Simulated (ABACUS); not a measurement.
Runs of ABACUS 3.10.1 on ZrS2. Symmetry: P-3m1, No. 164, trigonal system. The conventional cell has a = 3.691 Å, b = 3.691 Å, c = 6.041 Å, α = 90.00°, β = 90.00°, γ = 120.00°. Zr (site symmetry -3m) is surrounded by 6 S at 2.57 Å. S (site symmetry 3m) is surrounded by 3 Zr at 2.57 Å. The cell is a database's computed one.

```csv
task,level,potentials or basis,k mesh,cutoff (eV),radial cutoff of the potentials (pseudo_rcut),SCF threshold on the density,eigensolver,mesh quality,gap on the mesh (eV),pressure (GPa),V0 of scaled cells (Å³/atom),B0 (GPa),largest force (eV/Å)
single point,revTPSS,"SG15 ONCV 1.2 PBE, plane waves",5 × 5 × 3,1034,10 bohr,1e-08,dav,not flagged,1.24,0.3,-,-,0.14
equation of state,revTPSS,"SG15 ONCV 1.2 PBE, plane waves",5 × 5 × 3,1034,10 bohr,1e-08,dav,coarse,-,-,23.85,87,-
equation of state,LDA,"PseudoDojo NC SR 0.4.1 LDA stringent, plane waves",6 × 6 × 4,966,10 bohr,1e-08,dav,not flagged,-,-,22.63,99,-
single point,PBE,"PseudoDojo NC SR 0.4.1 PBE standard, DZP LCAO (the cutoffs set its grid)",8 × 8 × 5,1361,10 bohr,1e-07,genelpa,not flagged,1.05,1.0,-,-,(b)
single point,PBEsol,"PseudoDojo NC SR 0.4.1 PBEsol standard, plane waves",8 × 8 × 5,898,7 bohr,1e-08,dav,not flagged,0.98,-2.5,-,-,0.14
single point,r2SCAN,"SG15 ONCV 1.2 PBE, DZP LCAO (the cutoffs set its grid)",6 × 6 × 4,1361,10 bohr,1e-07,genelpa,not flagged,1.39,0.3,-,-,0.06
equation of state,r2SCAN,"SG15 ONCV 1.2 PBE, DZP LCAO (the cutoffs set its grid)",6 × 6 × 4,1361,10 bohr,1e-07,genelpa,not flagged,-,-,23.84,95,-
single point,PBE,"PseudoDojo NC SR 0.4.1 PBE standard, plane waves",8 × 8 × 5,898,10 bohr,1e-08,dav,not flagged,1.05,(a),-,-,0.05
```

Alike in all rows: no spin polarisation; cell as given; smearing fermi-dirac 0.05 eV.

Q: Estimate the missing entries.

A: (a) 0.5; (b) 0.17.

Caveats: some runs use coarse meshes; this functional lacks dispersion, which binds the layers, so the pressure and a relaxed spacing across them are unreliable (some runs); the potentials were made for another functional, which shifts forces and pressure (some runs); an odd mesh through Γ misses points on the zone boundary, where band edges often lie (some runs); the cell was scaled at fixed shape and fractional positions, which overstates the stiffness of a crystal with free parameters, most of all of layers and chains (some runs); the atomic orbitals were generated for these runs and aren't a published set (some runs); the basis of atomic orbitals isn't converged, which shifts pressures, moduli and gaps (some runs).

A k mesh can miss the band edges, and the runs leave out spin-orbit coupling on Zr.

Not every run made on this cell is shown here.
